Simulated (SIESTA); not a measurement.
HfN under changes of volume

One of the cells (11.712 Å³/atom); the others are scaled copies at fixed shape and fractional positions:

```
Hf N
1.0
     0.00000    2.27094    2.27094
     2.27094    0.00000    2.27094
     2.27094    2.27094    0.00000
Hf N
1 1
Cartesian
  0.0000 0.0000 0.0000
  2.2709 2.2709 2.2709
```

```yaml
Program: SIESTA 5.4.2
Functional: PBE
Potentials_or_basis: PseudoDojo 0.4 standard (PBE files)
Basis: DZP (energy shift 0.002 Ry)
Grid_cutoff: 800 Ry
Energy_shift: 0.002 Ry
k_mesh: 10 × 10 × 10
Occupations: fermi-dirac, width 0.05 eV
Spin: no spin polarisation
```

```csv
volume (Å³/atom),energy over the lowest point (meV/atom),pressure (GPa)
10.793,110.76,34.0
11.023,?,?
11.252,36.72,18.3
11.712,3.55,5.4
11.941,0.00,-0.3
12.171,4.04,-5.2
```

**Question.** What does the run at 11.023 Å³/atom give?

**Answer.** Energy over the lowest point 68.11 meV/atom; pressure 25.8 GPa.

Worked out: A Birch-Murnaghan fit of order 3 (a polynomial in V^(-2/3)) to the other rows has its minimum at 11.93 Å³/atom with B0 = V·E''(V) = 276 GPa and B' = 4.1. It gives 68.03 meV/atom at 11.023 Å³/atom, against the run's 68.11, and -dE/dV = 25.7 GPa, against 25.8.

Energies are extrapolated to zero smearing.

Caveats: semicore shells carry a single zeta, which can move pressures by several GPa and volumes by a few percent; the basis of atomic orbitals isn't converged, which shifts pressures, moduli and gaps.
